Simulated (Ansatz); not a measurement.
**TiSe2 (1T (CdI2) bulk type): Wannier runs under varied settings**

Which of these Wannier inputs for TiSe2 (1T (CdI2) bulk type) end well? Each is run as it stands.

Computed with Ansatz 0.2.0 (plane waves, PAW; the settings change from run to run, as each input shows, unless a step's input says otherwise).

2 further runs of the same task are left out: 2 that didn't finish.

**1. Starting point**

It takes space group P-3m1 (No. 164, trigonal). Conventional cell: a = 3.541 Å, b = 3.541 Å, c = 6.091 Å, α = 90.00°, β = 90.00°, γ = 120.00°. Around Ti (site symmetry -3m) lie 6 Se at 2.55 Å. Se (site symmetry 3m) is surrounded by 3 Ti at 2.55 Å.

Coordinates:

```xyz
3
Lattice="3.5408 0.0000 0.0000 -1.7704 3.0664 0.0000 0.0000 0.0000 6.0906" Properties=species:S:1:pos:R:3 pbc="T T T"
Ti    0.0000    0.0000    0.0000
Se    0.0000    2.0443    1.5226
Se    1.7704    1.0221    4.5681
```

The cell was relaxed beforehand with r2SCAN+rVV10; those runs aren't shown. No spin polarisation is used; should the compound be magnetic, its bands and low-energy spectrum would differ.

**2. Input 1**

File input.yaml:

```yaml
crystal:
  lattice:
    - [3.540788624, 0.0, 0.0]
    - [-1.770394312, 3.0664128978, 0.0]
    - [0.0, 0.0, 6.0906296798]
  atoms:
    - { symbol: Ti, position: [0.0, 0.0, 0.0] }
    - { symbol: Se, position: [0.3333333333, 0.6666666667, 0.2499867418] }
    - { symbol: Se, position: [0.6666666667, 0.3333333333, 0.7500132582] }
kpoints:
  mp_grid: { grid: [6, 6, 4] }
  band_path:
    path:
      - [[0.0, 0.0, 0.0], [0.5, 1.474785401732e-17, -5.286117038087e-29], [0.3333333333333, 0.3333333333333, -3.524019609495e-29], [0.0, 0.0, 0.0], [1.572988834958e-47, 4.136655578236e-46, 0.5], [0.5, 1.474785401733e-17, 0.5], [0.3333333333333, 0.3333333333333, 0.5], [1.572988834958e-47, 4.136655578236e-46, 0.5]]
      - [[0.5, 1.474785401733e-17, 0.5], [0.5, 1.474785401732e-17, -5.286117038087e-29]]
      - [[0.3333333333333, 0.3333333333333, 0.5], [0.3333333333333, 0.3333333333333, -3.524019609495e-29]]
    npoints: 10
hamiltonian:
  xc: pbe
scf:
  occupations: { method: fermi_dirac, width: 0.02 }
  n_extra_bands: 6
output:
  forces: false
  stress: false
  eigenvalues: true
  wannier:
    kmesh: [6, 6, 4]
    projections: [{ species: Se, l: s, shell: 4 }, { species: Se, l: p, shell: 4 }]
    minimise: true
    write_hr: true
    conv_tol: 1.0e-08
    max_iter: 3000
```

Started as:

```sh
> ansatz run input.yaml --threads 4 --pin off --max-ram 3686MiB --backend cpu --events-out ev --progress --plain --runs-dir out
```

Log (excerpt; [...] marks lines left out):

```text
Warning: RAYON_NUM_THREADS=4 ignored (pool sized by the plan → 4); use --threads N
scf.n_extra_bands = 6 over 22 filled bands (N_el = 44.0): the run solves 28 bands
[...]
Pseudopotentials: kind: paw
Pseudopotential: Ti, paw, valence charge 12, recommended cutoff 420 eV (normal), Ti.paw.azcp
Pseudopotential: Se, paw, valence charge 16, recommended cutoff 420 eV (normal), Se.paw.azcp
Functional definition: PBE
[...]
Crystal: 3 atoms, lattice volume = 66.129 Å³
Basis set: ecut = 420 eV, 1287 PW (Γ)
Bands: 28, of which v1, the nominal top of the filled ones, is band 22 counted from 1 (21 counted from 0)
Symmetry: 12 space group operations
Space group: P-3m1 (ITA 164), of the structure as read, at distance tolerance 4.0e-5 Å
k-points: 24 of 144
[...]
SCF iter   1: F=—  HF=-13441.164811 eV  |F-HF|=—  |Δ(HF+E_count)|=         —  Δρ=2.37e-3  dr2=7.01e-3  ethr=1.77e-3  ⟨swp⟩=6.0  Hψ=2571  notcnv=0
[...]
SCF iter   6: F=-13441.165080 eV  HF=-13441.165080 eV  |F-HF|=4.31e-9  |Δ(HF+E_count)|=   1.81e-7  Δρ=7.21e-6  dr2=3.90e-8  ethr=2.27e-10  ⟨swp⟩=4.9  Hψ=2175  notcnv=0
[...]
NSCF: frozen V_eff on 93 k-points
NSCF: frozen V_eff on 27 k-points
WARN: eigensolver did not converge in 3 slots of this pass, the one above among them; of largest residual over every band (k=16): 1 band(s) unlocked (lowest unlocked band 27, counted from 0; max residual 6.79e-4 eV among the unlocked bands, 6.79e-4 eV over every band); of lowest unlocked [...]
the Wannier pass solved 27 of the 144 points of its mesh, and has the states at the others by symmetry: states obtained by the crystal's operations at points that were solved too leave a residual of 2.65e-13 eV (read by the count's bands and the next), within 1.11e-5 eV
SCF converged after 6 iterations
Free energy (F): -13441.165080 eV
[...]
E sigma→0 (E₀):  -13441.163779 eV
Entropy (-TS):   -0.002602 eV (-0.867 meV/atom)
Fermi energy:    9.430048 eV
[...]
--- Band table (eV; the first three rows and the last of 24) ---
[...]
Wannier search: line search 1 of at most 3000: gauge-dependent spread (as the search counts it) 4.5267484 Å², largest recent change 7.4e-1 Å² and fall left 4.9e-2 Å² against conv_tol 1.0e-8 Å², 0 stops escaped
```

It took 3.1 s on 4 threads of Arm Neoverse V1, shared host; peak memory 0.37 GiB.

The run ended, but the log doubts its result. The cause: the eigensolver left some bands unconverged. The analysis is set aside.

**3. Input 2**

input.yaml: that of step 2 with these lines changed.

```diff
@@ -27,3 +27,3 @@
   wannier:
-    kmesh: [6, 6, 4]
+    kmesh: [6, 6, 2]
     projections: [{ species: Se, l: s, shell: 4 }, { species: Se, l: p, shell: 4 }]
```

Started as:

```sh
> ansatz run input.yaml --threads 4 --pin off --max-ram 3686MiB --backend cpu --events-out ev --progress --plain --runs-dir out
```

Log (excerpt; [...] marks lines left out):

```text
Warning: RAYON_NUM_THREADS=4 ignored (pool sized by the plan → 4); use --threads N
scf.n_extra_bands = 6 over 22 filled bands (N_el = 44.0): the run solves 28 bands
[...]
[... 4 set-up lines as earlier in the session ...]
[...]
Crystal: 3 atoms, lattice volume = 66.129 Å³
Basis set: ecut = 420 eV, 1287 PW (Γ)
Bands: 28, of which v1, the nominal top of the filled ones, is band 22 counted from 1 (21 counted from 0)
[... 2 set-up lines as earlier in the session ...]
k-points: 24 of 144
[...]
SCF iter   1: F=—  HF=-13441.164811 eV  |F-HF|=—  |Δ(HF+E_count)|=         —  Δρ=2.37e-3  dr2=7.01e-3  ethr=1.77e-3  ⟨swp⟩=6.0  Hψ=2571  notcnv=0
[...]
SCF iter   6: F=-13441.165080 eV  HF=-13441.165080 eV  |F-HF|=4.31e-9  |Δ(HF+E_count)|=   1.81e-7  Δρ=7.21e-6  dr2=3.90e-8  ethr=2.27e-10  ⟨swp⟩=4.9  Hψ=2175  notcnv=0
[...]
NSCF: frozen V_eff on 93 k-points
NSCF: frozen V_eff on 17 k-points
WARN: eigensolver did not converge in 2 slots of this pass, the one above among them; of largest residual over every band (k=10): 1 band(s) unlocked (lowest unlocked band 27, counted from 0; max residual 1.09e-3 eV among the unlocked bands, 1.09e-3 eV over every band); of lowest unlocked [...]
the Wannier pass solved 17 of the 72 points of its mesh, and has the states at the others by symmetry: states obtained by the crystal's operations at points that were solved too leave a residual of 5.56e-13 eV (read by the count's bands and the next), within 6.67e-6 eV
SCF converged after 6 iterations
Free energy (F): -13441.165080 eV
[...]
E sigma→0 (E₀):  -13441.163779 eV
Entropy (-TS):   -0.002602 eV (-0.867 meV/atom)
Fermi energy:    9.430048 eV
[...]
--- Band table (eV; the first three rows and the last of 24) ---
[...]
Wannier search: line search 1 of at most 3000: gauge-dependent spread (as the search counts it) 4.4913235 Å², largest recent change 6.3e-1 Å² and fall left 5.6e-2 Å² against conv_tol 1.0e-8 Å², 0 stops escaped
```

Wall time 2.5 s (4 threads of Arm Neoverse V1, shared host); peak memory 0.36 GiB.

The run ended, but the log doubts its result. The cause: the eigensolver left some bands unconverged. The analysis is set aside.

**4. Input 3**

input.yaml: that of step 3 with these lines changed.

```diff
@@ -27,3 +27,3 @@
   wannier:
-    kmesh: [6, 6, 2]
+    kmesh: [12, 12, 4]
     projections: [{ species: Se, l: s, shell: 4 }, { species: Se, l: p, shell: 4 }]
```

Started as:

```sh
> ansatz run input.yaml --threads 4 --pin off --max-ram 3686MiB --backend cpu --events-out ev --progress --plain --runs-dir out
```

Log (excerpt; [...] marks lines left out):

```text
Warning: RAYON_NUM_THREADS=4 ignored (pool sized by the plan → 4); use --threads N
scf.n_extra_bands = 6 over 22 filled bands (N_el = 44.0): the run solves 28 bands
[...]
[... 4 set-up lines as earlier in the session ...]
[...]
Crystal: 3 atoms, lattice volume = 66.129 Å³
Basis set: ecut = 420 eV, 1287 PW (Γ)
Bands: 28, of which v1, the nominal top of the filled ones, is band 22 counted from 1 (21 counted from 0)
[... 2 set-up lines as earlier in the session ...]
k-points: 24 of 144
[...]
SCF iter   1: F=—  HF=-13441.164811 eV  |F-HF|=—  |Δ(HF+E_count)|=         —  Δρ=2.37e-3  dr2=7.01e-3  ethr=1.77e-3  ⟨swp⟩=6.0  Hψ=2571  notcnv=0
[...]
SCF iter   6: F=-13441.165080 eV  HF=-13441.165080 eV  |F-HF|=4.31e-9  |Δ(HF+E_count)|=   1.81e-7  Δρ=7.21e-6  dr2=3.90e-8  ethr=2.27e-10  ⟨swp⟩=4.9  Hψ=2175  notcnv=0
[...]
NSCF: frozen V_eff on 93 k-points
NSCF: frozen V_eff on 72 k-points
WARN: eigensolver did not converge in 6 slots of this pass, the one above among them; of largest residual over every band (k=48): 1 band(s) unlocked (lowest unlocked band 27, counted from 0; max residual 8.37e-4 eV among the unlocked bands, 8.37e-4 eV over every band); of lowest unlocked [...]
the Wannier pass solved 72 of the 576 points of its mesh, and has the states at the others by symmetry: states obtained by the crystal's operations at points that were solved too leave a residual of 3.35e-13 eV (read by the count's bands and the next), within 1.11e-5 eV
SCF converged after 6 iterations
Free energy (F): -13441.165080 eV
[...]
E sigma→0 (E₀):  -13441.163779 eV
Entropy (-TS):   -0.002602 eV (-0.867 meV/atom)
Fermi energy:    9.430048 eV
[...]
--- Band table (eV; the first three rows and the last of 24) ---
[...]
Wannier search: line search 1 of at most 3000: gauge-dependent spread (as the search counts it) 4.8439732 Å², largest recent change 8.1e-1 Å² and fall left 1.7e-2 Å² against conv_tol 1.0e-8 Å², 0 stops escaped
```

Wall time 7.1 s (4 threads of Arm Neoverse V1, shared host); peak memory 0.63 GiB.

The run ended, but the log doubts its result. The cause: the eigensolver left some bands unconverged. The analysis is set aside.

**5. Input 4**

input.yaml: that of step 4 with these lines changed.

```diff
@@ -27,4 +27,4 @@
   wannier:
-    kmesh: [12, 12, 4]
-    projections: [{ species: Se, l: s, shell: 4 }, { species: Se, l: p, shell: 4 }]
+    kmesh: [6, 6, 4]
+    projections: [{ species: Se, l: p, shell: 4 }]
     minimise: true
```

Started as:

```sh
> ansatz run input.yaml --threads 4 --pin off --max-ram 3686MiB --backend cpu --events-out ev --progress --plain --runs-dir out
```

Log (excerpt; [...] marks lines left out):

```text
Warning: RAYON_NUM_THREADS=4 ignored (pool sized by the plan → 4); use --threads N
scf.n_extra_bands = 6 over 22 filled bands (N_el = 44.0): the run solves 28 bands
[...]
[... 4 set-up lines as earlier in the session ...]
[...]
Crystal: 3 atoms, lattice volume = 66.129 Å³
Basis set: ecut = 420 eV, 1287 PW (Γ)
Bands: 28, of which v1, the nominal top of the filled ones, is band 22 counted from 1 (21 counted from 0)
[... 2 set-up lines as earlier in the session ...]
k-points: 24 of 144
[...]
SCF iter   1: F=—  HF=-13441.164811 eV  |F-HF|=—  |Δ(HF+E_count)|=         —  Δρ=2.37e-3  dr2=7.01e-3  ethr=1.77e-3  ⟨swp⟩=6.0  Hψ=2571  notcnv=0
[...]
SCF iter   6: F=-13441.165080 eV  HF=-13441.165080 eV  |F-HF|=4.31e-9  |Δ(HF+E_count)|=   1.81e-7  Δρ=7.21e-6  dr2=3.90e-8  ethr=2.27e-10  ⟨swp⟩=4.9  Hψ=2175  notcnv=0
[...]
NSCF: frozen V_eff on 93 k-points
NSCF: frozen V_eff on 27 k-points
WARN: eigensolver did not converge in 3 slots of this pass, the one above among them; of largest residual over every band (k=16): 1 band(s) unlocked (lowest unlocked band 27, counted from 0; max residual 6.79e-4 eV among the unlocked bands, 6.79e-4 eV over every band); of lowest unlocked [...]
the Wannier pass solved 27 of the 144 points of its mesh, and has the states at the others by symmetry: states obtained by the crystal's operations at points that were solved too leave a residual of 2.65e-13 eV (read by the count's bands and the next), within 1.11e-5 eV
SCF converged after 6 iterations
Free energy (F): -13441.165080 eV
[...]
E sigma→0 (E₀):  -13441.163779 eV
Entropy (-TS):   -0.002602 eV (-0.867 meV/atom)
Fermi energy:    9.430048 eV
[...]
--- Band table (eV; the first three rows and the last of 24) ---
[...]
Wannier search: line search 1 of at most 3000: gauge-dependent spread (as the search counts it) 1.0110845 Å², largest recent change 9.6e-2 Å² and fall left 1.3e-4 Å² against conv_tol 1.0e-8 Å², 0 stops escaped
```

It took 3 s on 4 threads of Arm Neoverse V1, shared host; peak memory 0.37 GiB.

The run ended, but the log doubts its result. The cause: the eigensolver left some bands unconverged. The analysis is set aside.

**6. Input 5**

input.yaml: that of step 5 with these lines changed.

```diff
@@ -28,3 +28,3 @@
     kmesh: [6, 6, 4]
-    projections: [{ species: Se, l: p, shell: 4 }]
+    projections: [{ species: Ti, l: d, shell: 3 }, { species: Se, l: p, shell: 4 }]
     minimise: true
```

Started as:

```sh
> ansatz run input.yaml --threads 4 --pin off --max-ram 3686MiB --backend cpu --events-out ev --progress --plain --runs-dir out
```

Log (excerpt; [...] marks lines left out):

```text
Warning: RAYON_NUM_THREADS=4 ignored (pool sized by the plan → 4); use --threads N
scf.n_extra_bands = 6 over 22 filled bands (N_el = 44.0): the run solves 28 bands
[...]
[... 4 set-up lines as earlier in the session ...]
[...]
Crystal: 3 atoms, lattice volume = 66.129 Å³
Basis set: ecut = 420 eV, 1287 PW (Γ)
Bands: 28, of which v1, the nominal top of the filled ones, is band 22 counted from 1 (21 counted from 0)
[... 2 set-up lines as earlier in the session ...]
k-points: 24 of 144
[...]
SCF iter   1: F=—  HF=-13441.164811 eV  |F-HF|=—  |Δ(HF+E_count)|=         —  Δρ=2.37e-3  dr2=7.01e-3  ethr=1.77e-3  ⟨swp⟩=6.0  Hψ=2571  notcnv=0
[...]
SCF iter   6: F=-13441.165080 eV  HF=-13441.165080 eV  |F-HF|=4.31e-9  |Δ(HF+E_count)|=   1.81e-7  Δρ=7.21e-6  dr2=3.90e-8  ethr=2.27e-10  ⟨swp⟩=4.9  Hψ=2175  notcnv=0
[...]
NSCF: frozen V_eff on 93 k-points
NSCF: frozen V_eff on 27 k-points
[...]
WARN: eigensolver did not converge in 3 slots of this pass, the one above among them; of largest residual over every band (k=16): 1 band(s) unlocked (lowest unlocked band 27, counted from 0; max residual 6.79e-4 eV among the unlocked bands, 6.79e-4 eV over every band); of lowest unlocked [...]
the Wannier pass solved 27 of the 144 points of its mesh, and has the states at the others by symmetry: states obtained by the crystal's operations at points that were solved too leave a residual of 2.65e-13 eV (read by the count's bands and the next), within 1.11e-5 eV
NSCF: frozen V_eff on 27 k-points
the Wannier pass solved 27 of the 144 points of its mesh, and has the states at the others by symmetry: states obtained by the crystal's operations at points that were solved too leave a residual of 2.47e-13 eV (read by the count's bands and the next), within 1.11e-5 eV
SCF converged after 6 iterations
Free energy (F): -13441.165080 eV
[...]
E sigma→0 (E₀):  -13441.163779 eV
Entropy (-TS):   -0.002602 eV (-0.867 meV/atom)
Fermi energy:    9.430048 eV
[...]
--- Band table (eV; the first three rows and the last of 24) ---
[...]
Wannier search: line search 1 of at most 3000: gauge-dependent spread (as the search counts it) 0.7868372 Å², largest recent change 1.6e-1 Å² and fall left 9.5e-5 Å² against conv_tol 1.0e-8 Å², 0 stops escaped
WARN: <dir> 240 periodic images of 240 elements of H(R) lie 4.88e-4 to 1.95e-3 Å beyond their element's nearest image, near the 9.77e-4 Å window within which an element is shared among its images; whether they share it moves the interpolated H(k) by 1.4e-2 eV (Frobenius norm, root mean [...]
```

It took 5.1 s on 4 threads of Arm Neoverse V1, shared host; peak memory 0.42 GiB.

The run ended, but the log doubts its result. The cause: the eigensolver left some bands unconverged. The analysis is set aside.

**7. Summary**

```tsv
input	settings	ended	fault	time
1	PBE, 8 functions, 6×6×4	ended with warnings	the eigensolver left some bands unconverged	3.1 s
2	PBE, 8 functions, 6×6×2	ended with warnings	the eigensolver left some bands unconverged	2.5 s
3	PBE, 8 functions, 12×12×4	ended with warnings	the eigensolver left some bands unconverged	7.1 s
4	PBE, 6 functions, 6×6×4	ended with warnings	the eigensolver left some bands unconverged	3 s
5	PBE, 11 functions, 6×6×4	ended with warnings	the eigensolver left some bands unconverged	5.1 s
```

In words: 5 ended with warnings. No run passed without a fault or warning, so no result is quoted.
